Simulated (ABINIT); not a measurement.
# BN (F-43m) in ABINIT: notebook

Runs on BN. Level: r2SCAN. Tasks: band structure.

All numbers are computed with ABINIT 10.8.3 (patched build); they aren't measurements. Logs are shortened: lines on timing, memory, paths and dates and some standing lists are left out, and cuts for length are marked. The log counts tension as positive stress, the text compression.

**Experimental background.**

A printed reference work, monograph reports, for a bulk crystal of BN at 300 K: band gap 6.4 eV (indirect).

How close the calculation comes is told below.

### Step 1. The structure

The structure is cubic, space group F-43m (No. 216). Conventional cell: a = 3.626 Å, b = 3.626 Å, c = 3.626 Å, α = 90.00°, β = 90.00°, γ = 90.00°. Around N (site symmetry -43m) lie 4 B at 1.57 Å. B (site symmetry -43m) is surrounded by 4 N at 1.57 Å.

The cell is a database's computed one.

### Step 2. Band structure, r2SCAN

Contents of run.abi:

```
ndtset 2

pp_dirpath "./"
pseudos "N.upf, B.upf"

acell 3*1.0
rprim
     0.0000000000     3.4260753537     3.4260753537
     3.4260753537     0.0000000000     3.4260753537
     3.4260753537     3.4260753537     0.0000000000
ntypat 2
znucl 7 5
natom 2
typat 1 2
xcart
     0.9065005000     0.9065005000     0.9065005000
     0.0000000000     0.0000000000     0.0000000000 Angstrom

ecut 1496.626244 eV

ixc -497498
usekden 1
nc_xccc_gspace 1
boxcutmin 3.0

occopt 3
tsmear 0.05 eV

nstep 100

iomode 3
prtwf 0
prteig 0
prtebands 0
enunit 1
prtden1 1
prtkden1 1

kptopt1 1
ngkpt1 13 13 13
nshiftk1 1
shiftk1 0.0 0.0 0.0
nband1 8
tolvrs1 1.0e-9

iscf2 -2
getden2 1
getkden2 1
nband2 14
nbdbuf2 4
tolwfr2 1.0e-11
kptopt2 -9
ndivsm2 8
prteig2 1
kptbounds2
     0.0000000000     0.0000000000     0.0000000000
     0.5000000000     0.0000000000     0.5000000000
     0.5000000000     0.2500000000     0.7500000000
     0.3750000000     0.3750000000     0.7500000000
     0.0000000000     0.0000000000     0.0000000000
     0.5000000000     0.5000000000     0.5000000000
     0.6250000000     0.2500000000     0.6250000000
     0.5000000000     0.2500000000     0.7500000000
     0.5000000000     0.5000000000     0.5000000000
     0.3750000000     0.3750000000     0.7500000000
```

Potentials or basis: Ansatz NC r2SCAN.

Run with:

```bash
mpirun --bind-to none -np 4 abinit run.abi > log 2>&1
```

run.abo:

```text
[... set-up lines left out ...]
 ETOT  1  -13.980927548197    -1.398E+01 2.325E-01 4.943E+02
 ETOT  2  -14.002523233127    -2.160E-02 6.433E-03 4.664E+02
 ETOT  3  -14.028735784689    -2.621E-02 2.336E-03 2.156E+00
 ETOT  4  -14.028781544940    -4.576E-05 1.747E-04 7.782E-02
 ETOT  5  -14.028783964924    -2.420E-06 4.115E-05 5.484E-04
 ETOT  6  -14.028783970869    -5.945E-09 1.640E-05 3.356E-06
 ETOT  7  -14.028783970899    -3.022E-11 3.530E-06 1.028E-07
 ETOT  8  -14.028783970902    -2.402E-12 1.609E-06 7.590E-10

 At SCF step    8       vres2   =  7.59E-10 < tolvrs=  1.00E-09 =>converged.

Result for kinetic energy density :

--------------------------------------------------------------------------------
 Total kinetic energy density [Ha/Bohr^3]
)     Maximum=    6.7500E+00  at reduced coord.    0.2400    0.2600    0.2600
)     Minimum=    1.2231E-02  at reduced coord.    0.7600    0.7600    0.7400
   Integrated=    9.4668E+00
--------------------------------------------------------------------------------

 Cartesian components of stress tensor (hartree/bohr^3)
  sigma(1 1)=  1.37292353E-04  sigma(3 2)=  0.00000000E+00
  sigma(2 2)=  1.37292353E-04  sigma(3 1)=  0.00000000E+00
  sigma(3 3)=  1.37292353E-04  sigma(2 1)=  0.00000000E+00

--- !ResultsGS
iteration_state: {dtset: 1, }
comment   : Summary of ground state results
lattice_vectors:
- [  0.0000000,   3.4260754,   3.4260754, ]
- [  3.4260754,   0.0000000,   3.4260754, ]
- [  3.4260754,   3.4260754,   0.0000000, ]
lattice_lengths: [   4.84520,    4.84520,    4.84520, ]
lattice_angles: [ 60.000,  60.000,  60.000, ] # degrees, (23, 13, 12)
lattice_volume:   8.0430492E+01
convergence: {deltae: -2.402E-12, res2:  7.590E-10, residm:  1.609E-06, diffor: null, }
etotal    :  -1.40287840E+01
entropy   :   0.00000000E+00
fermie    :   3.72065335E-01
cartesian_stress_tensor: # hartree/bohr^3
- [  1.37292353E-04,   0.00000000E+00,   0.00000000E+00, ]
- [  0.00000000E+00,   1.37292353E-04,   0.00000000E+00, ]
- [  0.00000000E+00,   0.00000000E+00,   1.37292353E-04, ]
pressure_GPa:  -4.0393E+00
xred      :
- [  2.5000E-01,   2.5000E-01,   2.5000E-01,  N]
- [  1.6761E-10,   1.6761E-10,   1.6761E-10,  B]
cartesian_forces: # hartree/bohr
- [ -2.45602196E-30,  -2.45602196E-30,   7.36806589E-30, ]
- [  2.45602196E-30,   2.45602196E-30,  -7.36806589E-30, ]
force_length_stats: {min:   8.14570333E-30, max:   8.14570333E-30, mean:   8.14570333E-30, }
...

 Integrated electronic density in atomic spheres:
 ------------------------------------------------
 Atom  Sphere_radius  Integrated_density
    1        2.00000          5.77381033
    2        2.00000          3.25438996
================================================================================

 ----iterations are completed or convergence reached----

 Mean square residual over all n,k,spin=   47.695E-10; max=  16.091E-07
 reduced coordinates (array xred) for    2 atoms
       0.250000000168      0.250000000168      0.250000000168
       0.000000000168      0.000000000168      0.000000000168
 rms dE/dt=  2.3800E-29; max dE/dt=  3.3658E-29; dE/dt below (all hartree)
    1      -0.000000000000     -0.000000000000      0.000000000000
    2       0.000000000000      0.000000000000      0.000000000000

 cartesian coordinates (angstrom) at end:
    1      0.90650050000000     0.90650050000000     0.90650050000000
    2      0.00000000060774     0.00000000060774     0.00000000060774

 cartesian forces (hartree/bohr) at end:
    1     -0.00000000000000    -0.00000000000000     0.00000000000000
    2      0.00000000000000     0.00000000000000    -0.00000000000000
 frms,max,avg= 4.7029240E-30 7.3680659E-30   0.000E+00  0.000E+00  0.000E+00 h/b

 cartesian forces (eV/Angstrom) at end:
    1     -0.00000000000000    -0.00000000000000     0.00000000000000
    2      0.00000000000000     0.00000000000000    -0.00000000000000
 frms,max,avg= 2.4183408E-28 3.7888118E-28   0.000E+00  0.000E+00  0.000E+00 e/A
 length scales=  1.000000000000  1.000000000000  1.000000000000 bohr
[... 68 lines left out ...]
 Non-SCF case, kpt    1 (  0.00000  0.00000  0.00000), residuals and eigenvalues=
  3.82E-13  6.19E-12  4.30E-12  1.83E-12  1.55E-12  4.95E-13  4.94E-12  2.01E-12
  3.78E-12  4.20E-12  4.41E-12  5.15E-12  4.57E-12  7.78E-12
 -4.6524E-01  3.1282E-01  3.1282E-01  3.1282E-01  6.6315E-01  6.6315E-01
  6.6315E-01  7.1423E-01  1.2678E+00  1.3633E+00  1.3633E+00  1.4045E+00
  1.4045E+00  1.4045E+00
 Non-SCF case, kpt    2 (  0.02174  0.00000  0.02174), residuals and eigenvalues=
  4.90E-12  2.07E-12  9.63E-12  1.14E-12  6.68E-12  2.84E-12  5.46E-12  7.81E-12
  2.30E-12  7.97E-12  7.28E-12  5.12E-12  1.86E-11  1.56E-10
 -4.6466E-01  3.1116E-01  3.1130E-01  3.1130E-01  6.6204E-01  6.6519E-01
  6.6519E-01  7.1622E-01  1.2669E+00  1.3342E+00  1.3642E+00  1.4060E+00
  1.4060E+00  1.4336E+00
 Non-SCF case, kpt    3 (  0.04348  0.00000  0.04348), residuals and eigenvalues=
[... 807 lines left out ...]
  9.0798E-01  9.4365E-01  1.0343E+00  1.3219E+00  1.3485E+00  1.6450E+00
  1.8232E+00  1.8958E+00
 Non-SCF case, kpt  138 (  0.38393  0.38393  0.73214), residuals and eigenvalues=
  4.99E-13  1.60E-12  1.08E-12  3.59E-12  7.37E-13  1.86E-12  8.18E-12  1.09E-12
  3.02E-12  3.92E-12  2.79E-11  3.41E-09  5.55E-06  3.87E-05
 -2.5653E-01 -1.5527E-03  2.7998E-02  1.6371E-01  5.9593E-01  8.2907E-01
  9.2224E-01  9.5836E-01  1.0329E+00  1.3345E+00  1.3479E+00  1.6626E+00
  1.8289E+00  1.9062E+00
 Non-SCF case, kpt  139 (  0.37500  0.37500  0.75000), residuals and eigenvalues=
  2.87E-12  9.83E-13  3.47E-12  1.84E-12  1.47E-12  3.92E-12  5.17E-12  1.14E-12
  2.07E-12  2.24E-12  3.02E-12  3.96E-09  7.40E-07  3.34E-05
 -2.5435E-01  1.8306E-03  2.5580E-02  1.5899E-01  5.8779E-01  8.1235E-01
  9.3371E-01  9.6728E-01  1.0385E+00  1.3469E+00  1.3514E+00  1.6690E+00
  1.8276E+00  1.9233E+00

Result for kinetic energy density :

--------------------------------------------------------------------------------
 Total kinetic energy density [Ha/Bohr^3]
)     Maximum=    6.7500E+00  at reduced coord.    0.2400    0.2600    0.2600
)     Minimum=    1.2231E-02  at reduced coord.    0.7600    0.7600    0.7400
   Integrated=    9.4668E+00
--------------------------------------------------------------------------------

--- !ResultsGS
iteration_state: {dtset: 2, }
comment   : Summary of ground state results
lattice_vectors:
- [  0.0000000,   3.4260754,   3.4260754, ]
- [  3.4260754,   0.0000000,   3.4260754, ]
- [  3.4260754,   3.4260754,   0.0000000, ]
lattice_lengths: [   4.84520,    4.84520,    4.84520, ]
lattice_angles: [ 60.000,  60.000,  60.000, ] # degrees, (23, 13, 12)
lattice_volume:   8.0430492E+01
convergence: {deltae:  0.000E+00, res2:  0.000E+00, residm:  9.979E-12, diffor:  0.000E+00, }
etotal    :  -1.40287840E+01
entropy   :   0.00000000E+00
fermie    :   3.72065335E-01
cartesian_stress_tensor: null
pressure_GPa: null
xred      :
- [  2.5000E-01,   2.5000E-01,   2.5000E-01,  N]
- [  1.6761E-10,   1.6761E-10,   1.6761E-10,  B]
cartesian_forces: null
force_length_stats: {min: null, max: null, mean: null, }
...

 Integrated electronic density in atomic spheres:
 ------------------------------------------------
 Atom  Sphere_radius  Integrated_density
    1        2.00000          5.77381033
    2        2.00000          3.25438996
================================================================================

 ----iterations are completed or convergence reached----

 Mean square residual over all n,k,spin=   36.557E-13; max=  99.789E-13
 reduced coordinates (array xred) for    2 atoms
       0.250000000168      0.250000000168      0.250000000168
       0.000000000168      0.000000000168      0.000000000168

 cartesian coordinates (angstrom) at end:
    1      0.90650050000000     0.90650050000000     0.90650050000000
    2      0.00000000060774     0.00000000060774     0.00000000060774
 length scales=  1.000000000000  1.000000000000  1.000000000000 bohr
              =  0.529177210544  0.529177210544  0.529177210544 angstroms
 Eigenvalues (   eV  ) for nkpt= 139  k points:
 kpt#   1, nband= 14, wtk=  1.00000, kpt=  0.0000  0.0000  0.0000 (reduced coord)
 -12.65982    8.51237    8.51237    8.51237   18.04526   18.04526   18.04526   19.43520
  34.49816   37.09827   37.09827   38.21757   38.21757   38.21757
 kpt#   2, nband= 14, wtk=  1.00000, kpt=  0.0217  0.0000  0.0217 (reduced coord)
 -12.64400    8.46716    8.47097    8.47097   18.01497   18.10080   18.10080   19.48930
  34.47366   36.30420   37.12066   38.25946   38.25946   39.01005
 kpt#   3, nband= 14, wtk=  1.00000, kpt=  0.0435  0.0000  0.0435 (reduced coord)
 -12.59658    8.33393    8.35019    8.35019   17.93179   18.26396   18.26396   19.64052
  34.21755   35.39806   37.18787   38.38501   38.38501   40.07556
 kpt#   4, nband= 14, wtk=  1.00000, kpt=  0.0652  0.0000  0.0652 (reduced coord)
 -12.51769    8.11928    8.15927    8.15927   17.81000   18.52522   18.52522   19.86470
  33.32499   35.17373   37.29988   38.59389   38.59389   40.99187
 kpt#   5, nband= 14, wtk=  1.00000, kpt=  0.0870  0.0000  0.0870 (reduced coord)
 -12.40758    7.83259    7.91106    7.91106   17.66002   18.87134   18.87134   20.13578
  32.19296   35.28660   37.45669   38.88545   38.88545   41.71155
 kpt#   6, nband= 14, wtk=  1.00000, kpt=  0.1087  0.0000  0.1087 (reduced coord)
 -12.26656    7.48440    7.61954    7.61954   17.48716   19.28780   19.28780   20.42738
[... 386 lines left out ...]
  -7.37598   -0.94365    2.14509    4.96429   17.03321   23.32978   23.75182   24.95456
  28.64043   35.61176   36.68243   43.06388   48.87405   51.65340
 kpt# 136, nband= 14, wtk=  1.00000, kpt=  0.4018  0.4018  0.6964 (reduced coord)
  -7.22209   -0.64121    1.60477    4.77652   16.73654   23.28094   24.25441   25.24309
  28.33461   35.73809   36.69516   44.00456   49.30105   51.56281
 kpt# 137, nband= 14, wtk=  1.00000, kpt=  0.3929  0.3929  0.7143 (reduced coord)
  -7.08578   -0.32820    1.12581    4.60558   16.46375   22.97645   24.70750   25.67804
  28.14545   35.96958   36.69380   44.76369   49.61228   51.58793
 kpt# 138, nband= 14, wtk=  1.00000, kpt=  0.3839  0.3839  0.7321 (reduced coord)
  -6.98041   -0.04225    0.76185    4.45468   16.21621   22.56021   25.09549   26.07831
  28.10589   36.31432   36.67798   45.24070   49.76796   51.87060
 kpt# 139, nband= 14, wtk=  1.00000, kpt=  0.3750  0.3750  0.7500 (reduced coord)
  -6.92111    0.04981    0.69606    4.32644   15.99466   22.10509   25.40754   26.32113
  28.25821   36.64988   36.77370   45.41502   49.73284   52.33562

== END DATASET(S) ==============================================================
================================================================================

 -outvars: echo values of variables after computation  --------
            acell      1.0000000000E+00  1.0000000000E+00  1.0000000000E+00 Bohr
           etotal1    -1.4028783971E+01
            fcart1    -2.4560219650E-30 -2.4560219650E-30  7.3680658949E-30
                       2.4560219650E-30  2.4560219650E-30 -7.3680658949E-30
            rprim      0.0000000000E+00  3.4260753537E+00  3.4260753537E+00
                       3.4260753537E+00  0.0000000000E+00  3.4260753537E+00
                       3.4260753537E+00  3.4260753537E+00  0.0000000000E+00
           strten1     1.3729235254E-04  1.3729235254E-04  1.3729235254E-04
                       0.0000000000E+00  0.0000000000E+00  0.0000000000E+00
           xangst      9.0650050000E-01  9.0650050000E-01  9.0650050000E-01
                       6.0774285567E-10  6.0774285567E-10  6.0774285567E-10
             xred      2.5000000017E-01  2.5000000017E-01  2.5000000017E-01
                       1.6760687283E-10  1.6760687283E-10  1.6760687283E-10
 Calculation completed.
```

Wall time 2.4 min (4 MPI ranks of Arm Neoverse V2, shared host); peak memory 0.44 GiB.

Results:

```yaml
Free_energy: -381.7427 eV
Pressure: -4.0 GPa
Band_gap_on_the_k_mesh: 5.06 eV, indirect (least direct gap 9.53 eV)
Band_gap_along_the_path: 4.98 eV, indirect (least direct gap 9.53 eV)
All_electrons_inside_the_program's_atomic_spheres: N 5.77; B 3.25
```

Levels at the corners of the path, in eV from the valence-band top:
```
point  band 1  band 2  band 3  band 4  band 5  band 6  band 7  band 8
    Γ  -21.17    0.00    0.00    0.00    9.53    9.53    9.53   10.92
    X  -15.50   -9.26   -5.04   -5.04    4.98    9.76   19.17   19.17
    W  -15.21   -7.93   -7.13   -6.61   10.28   14.20   15.41   15.44
    K  -15.43   -8.46   -7.82   -4.19    7.48   13.59   16.90   17.81
    Γ  -21.17    0.00    0.00    0.00    9.53    9.53    9.53   10.92
    L  -16.91  -11.00   -1.99   -1.99   10.68   11.45   11.45   16.30
    U  -15.43   -8.46   -7.82   -4.19    7.48   13.59   16.90   17.81
    W  -15.21   -7.93   -7.13   -6.61   10.28   14.20   15.41   15.44
    L  -16.91  -11.00   -1.99   -1.99   10.68   11.45   11.45   16.30
    K  -15.43   -8.46   -7.82   -4.19    7.48   13.59   16.90   17.81
```

### Step 3. Band structure, r2SCAN

run.abi: that of step 2 with these lines changed.

```diff
@@ -3,3 +3,3 @@
 pp_dirpath "./"
-pseudos "N.upf, B.upf"
+pseudos "N_ONCV_PBE-1.2.upf, B_ONCV_PBE-1.2.upf"
 
@@ -18,3 +18,3 @@
 
-ecut 1496.626244 eV
+ecut 1306.146540 eV
 
@@ -22,4 +22,2 @@
 usekden 1
-nc_xccc_gspace 1
-boxcutmin 3.0
```

Potentials or basis: SG15 NC PBE v1.2.

Run with:

```bash
mpirun --bind-to none -np 4 abinit run.abi > log 2>&1
```

run.abo:

```text
.Version 10.8.3 of ABINIT
 DATASET    1 : space group F-4 3 m (#216); Bravais cF (face-center cubic)
================================================================================
 Values of the parameters that define the memory need for DATASET  1.
     intxc =       0    ionmov =       0      iscf =       7    lmnmax =       4
     lnmax =       4     mgfft =      32  mpssoang =       2    mqgrid =    3001
     natom =       2  nloc_mem =       1    nspden =       1   nspinor =       1
    nsppol =       1      nsym =      24    n1xccc =       0    ntypat =       2
    occopt =       3   xclevel =       2
       mpw =        1303          nfft =       32768          nkpt =          84
================================================================================
================================================================================

 DATASET    2 : space group F-4 3 m (#216); Bravais cF (face-center cubic)
================================================================================
 Values of the parameters that define the memory need for DATASET  2.
     intxc =       0    ionmov =       0      iscf =      -2    lmnmax =       4
     lnmax =       4     mgfft =      32  mpssoang =       2    mqgrid =    3001
     natom =       2  nloc_mem =       1    nspden =       1   nspinor =       1
    nsppol =       1      nsym =      24    n1xccc =       0    ntypat =       2
    occopt =       3   xclevel =       2
       mpw =        1303          nfft =       32768          nkpt =         139
[... 1164 lines left out ...]
 kpt#   6, nband= 14, wtk=  1.00000, kpt=  0.1087  0.0000  0.1087 (reduced coord)
 -12.83552    7.03918    7.19216    7.19216   16.99173   18.81947   18.81947   19.74293
[... 386 lines left out ...]
  -7.98147   -1.42567    1.66829    4.50823   16.60571   22.83121   23.30554   24.43950
  28.24658   35.45715   36.20954   42.73892   48.86484   51.51484
 kpt# 136, nband= 14, wtk=  1.00000, kpt=  0.4018  0.4018  0.6964 (reduced coord)
  -7.82910   -1.12494    1.12913    4.31941   16.31073   22.80588   23.80202   24.70702
  27.93896   35.59417   36.22461   43.66930   49.27719   51.44891
 kpt# 137, nband= 14, wtk=  1.00000, kpt=  0.3929  0.3929  0.7143 (reduced coord)
  -7.69426   -0.81579    0.65400    4.14751   16.03918   22.51291   24.24960   25.12990
  27.75127   35.83432   36.22417   44.41870   49.57545   51.45930
 kpt# 138, nband= 14, wtk=  1.00000, kpt=  0.3839  0.3839  0.7321 (reduced coord)
  -7.59009   -0.53955    0.30001    3.99578   15.79249   22.10241   24.63321   25.52209
  27.71546   36.18502   36.20779   44.89177   49.72327   51.74786
 kpt# 139, nband= 14, wtk=  1.00000, kpt=  0.3750  0.3750  0.7500 (reduced coord)
  -7.53138   -0.45617    0.24307    3.86686   15.57136   21.65059   24.94239   25.76451
  27.86688   36.17751   36.64713   45.06969   49.68953   52.21578

== END DATASET(S) ==============================================================
================================================================================

 -outvars: echo values of variables after computation  --------
            acell      1.0000000000E+00  1.0000000000E+00  1.0000000000E+00 Bohr
           etotal1    -1.2867001864E+01
            fcart1    -9.8240878599E-30 -9.8240878599E-30  2.9472263580E-29
                       9.8240878599E-30  9.8240878599E-30 -2.9472263580E-29
            rprim      0.0000000000E+00  3.4260753537E+00  3.4260753537E+00
                       3.4260753537E+00  0.0000000000E+00  3.4260753537E+00
                       3.4260753537E+00  3.4260753537E+00  0.0000000000E+00
           strten1     1.9177691375E-04  1.9177691375E-04  1.9177691375E-04
                       0.0000000000E+00  0.0000000000E+00  0.0000000000E+00
           xangst      9.0650050000E-01  9.0650050000E-01  9.0650050000E-01
                       6.0774285567E-10  6.0774285567E-10  6.0774285567E-10
             xred      2.5000000017E-01  2.5000000017E-01  2.5000000017E-01
                       1.6760687283E-10  1.6760687283E-10  1.6760687283E-10
 Calculation completed.
```

Run time: 41 s. Hardware: 4 MPI ranks of Arm Neoverse V2, shared host; peak memory 0.44 GiB.

What came out:

| Item | Value |
| --- | --- |
| Free energy | -350.1290 eV |
| Pressure | -5.6 GPa |
| Band gap on the k mesh | 5.04 eV, indirect (least direct gap 9.47 eV) |
| Band gap along the path | 4.97 eV, indirect (least direct gap 9.47 eV) |
| All electrons inside the program's atomic spheres | N 5.75; B 3.24 |

Levels at the corners of the path, in eV from the valence-band top:
| point | band 2 | band 3 | band 4 | band 5 | band 6 | band 7 |
| --- | --- | --- | --- | --- | --- | --- |
| Γ | 0.00 | 0.00 | 0.00 | 9.47 | 9.47 | 9.47 |
| X | -9.34 | -5.09 | -5.09 | 4.97 | 9.72 | 19.09 |
| W | -8.04 | -7.16 | -6.65 | 10.36 | 14.05 | 15.26 |
| K | -8.55 | -7.85 | -4.23 | 7.47 | 13.55 | 16.85 |
| Γ | 0.00 | 0.00 | 0.00 | 9.47 | 9.47 | 9.47 |
| L | -11.06 | -2.02 | -2.02 | 10.46 | 11.45 | 11.45 |
| U | -8.55 | -7.85 | -4.23 | 7.47 | 13.55 | 16.85 |
| W | -8.04 | -7.16 | -6.65 | 10.36 | 14.05 | 15.26 |
| L | -11.06 | -2.02 | -2.02 | 10.46 | 11.45 | 11.45 |
| K | -8.55 | -7.85 | -4.23 | 7.47 | 13.55 | 16.85 |

Caveat: the potentials were made for another functional, which shifts forces and pressure. r2SCAN opens gaps a little over a GGA but as a rule still falls short of measured ones.

(Continued in part 2 of 2.)
